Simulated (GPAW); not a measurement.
**K in GPAW: convergence with convergence criteria**

Crystal: K.

```
K
1.0
    -2.69756    2.69756    2.69756
     2.69756   -2.69756    2.69756
     2.69756    2.69756   -2.69756
K
1
Direct
  0.00000 0.00000 0.00000
```

```yaml
Program: GPAW 26.7.0
Task: convergence study
Functional: PBE
Potentials_or_basis: GPAW PAW data sets (gpaw-data 1.2.1)
Cutoff: 600 eV
Basis: pw
k_mesh: 7 × 7 × 7
Occupations: fermi-dirac, width 0.05 eV
Spin: no spin polarisation
```

These are the settings of the first run; the series varies convergence criteria, with any setting tied to it.

Hardware: 1 thread of Arm Neoverse V1, on a shared host.

| convergence criteria | energy less the tightest run, at zero smearing (meV/atom) | SCF cycles | CPU time (s) | peak memory (GiB) |
| --- | --- | --- | --- | --- |
| density=0.001 energy=0.01 eigenstates=0.0001 | 0.00 | 6 | 7.7 | 0.15 |
| default | 0.00 | 8 | 9.9 | 0.16 |
| density=1e-05 energy=1e-05 | 0.00 | 8 | 10 | 0.15 |
| density=1e-05 forces=0.0001 | 0.00 | 9 | 11 | 0.16 |
| density=1e-06 energy=1e-06 eigenstates=1e-10 | 0.00 | 10 | 12 | 0.16 |

Against the tightest run, the energy stays within 1 meV/atom from density=0.001 energy=0.01 eigenstates=0.0001 on. The tightest run that finished is the yardstick and may itself not be fully converged.
